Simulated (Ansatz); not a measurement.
Structures of KNbO3: which is lowest?

Plane-wave DFT in Ansatz with scalar-relativistic PAW potentials, cutoff 420 eV, Γ-centred meshes chosen by cell and gap, Gaussian smearing with energies taken to zero width. Every cell was relaxed (cell and atoms) in a run of its own, within the symmetry of its start. Functional: PBEsol.

Relaxed structures (starts from databases or built by putting these elements on another compound's sites):
A. P4mm, 5 atoms in the computed cell, a = 3.970 Å, c = 4.066 Å; sites (symmetry × multiplicity) K 4mm × 1, Nb 4mm × 1, O 2mm. × 2 + 4mm × 1; start: database
B. Pm-3m, 5 atoms in the computed cell, a = 3.986 Å; sites (symmetry × multiplicity) K m-3m × 1, Nb m-3m × 1, O 4/mm.m × 3; start: database

Rank them by energy. Could pressure change the order?

```csv
structure,group,E − E(lowest) (meV/atom),V (Å³/atom),gap on mesh (eV)
A,P4mm,0.0,12.82,1.57
B,Pm-3m,4.7,12.67,1.53
```

A is lowest, 5 meV/atom under B. The two lowest differ in volume by under 3 %, too little for a first-order estimate of what pressure does to that pair (other pairs aren't weighed here); with rigid cells even 3 % in favour of the higher one would need about 2 GPa. Other structures may lie lower than all of these, and vibrations aren't counted.